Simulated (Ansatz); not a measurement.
A series in volume ratio on LiF

All results are calculated (Ansatz 0.2.0). Plane-wave density functional theory, PAW datasets, Gaussian smearing 0.05 eV: equation of state, the given cell scaled in volume with shape and atoms relaxed at each volume.

The cell before it is scaled or strained (space group Fm-3m, No. 225):
```
LiF
1.0
      0.0000     2.0340     2.0340
      2.0340     0.0000     2.0340
      2.0340     2.0340     0.0000
Li F
1 1
Direct
  0.00000 0.00000 0.00000
  0.50000 0.50000 0.50000
```

Settings of every row: paw set soft_2; functional PBE; spin treatment none; moment partition spheres; spin axis none; wave cutoff 420 eV; k mesh 14x14x14; symmetry use detected.

Atom hubbard u: 0 on all atoms.

```
row  volume ratio  V (Å³/atom)  energy above given cell (meV per atom)  pressure (GPa)
  1          0.96        8.079                                    3.03           2.987
  2          0.98        8.247                                    0.73           1.414
  3             1        8.415                                       0          -0.003
  4          1.02        8.584                                       ?               ?
  5          1.04        8.752                                    2.65          -2.436
```

Question: what energy above given cell and pressure should row 4 give?

Worked fit of energy above given cell. Take u = (V_r/V)^(2/3) − 1 with V_r = 8.331 Å³ an atom, which is twice the finite (Eulerian) strain; such expansions in the strain, on which the Birch-Murnaghan equation of state is built, carry the rest volume and the bulk modulus. The shown rows have u = 0.02069, 0.00678, -0.00667, -0.03233. Least squares give energy above given cell = 0.18 + 54.16 × u + 4038.9 × u² meV per atom; a straight line predicts inner rows, each left out in turn, worse (root mean square 1.8 against 0.005 meV per atom). All shown rows lie on it to the printed digit. Its lowest point lies at u = -0.0067, or V = 8.415 Å³ an atom, and the curvature there gives the bulk modulus with shape and atoms relaxed, B = (4/9)(1 + u)² E″(u)/V = 67.4 GPa. The withheld row has u = -0.01975, so the fit gives 0.18 + 54.16 × (-0.01975) + 4038.9 × (-0.01975)² = 0.69 meV per atom.

The calculation gave 0.67 meV per atom. The fit lies 0.02 meV per atom (3 % of the value, 0.66 % of the column's range) above it; its largest miss of a shown row is 0.00 meV per atom.

Worked fit of pressure. Take u = (V_r/V)^(2/3) − 1 with V_r = 8.331 Å³ an atom, which is twice the finite (Eulerian) strain; such expansions in the strain, on which the Birch-Murnaghan equation of state is built, carry the rest volume and the bulk modulus. The shown rows have u = 0.02069, 0.00678, -0.00667, -0.03233. Least squares give pressure = 0.6874 + 105.46 × u + 273.85 × u² GPa; a straight line predicts inner rows, each left out in turn, worse (root mean square 0.12 against 0.0021 GPa). The rows lie off it by 0.000, -0.001, 0.001, 0.000. The pressure vanishes at u = -0.0066, or V = 8.415 Å³ an atom, and there the bulk modulus with shape and atoms relaxed is B = −V dP/dV = (2/3)(1 + u) dP/du = 67.4 GPa. The withheld row has u = -0.01975, so the fit gives 0.6874 + 105.46 × (-0.01975) + 273.85 × (-0.01975)² = -1.289 GPa.

The calculation gave -1.282 GPa. The fit lies 0.007 GPa (0.13 % of the column's range) below it; its largest miss of a shown row is 0.001 GPa.
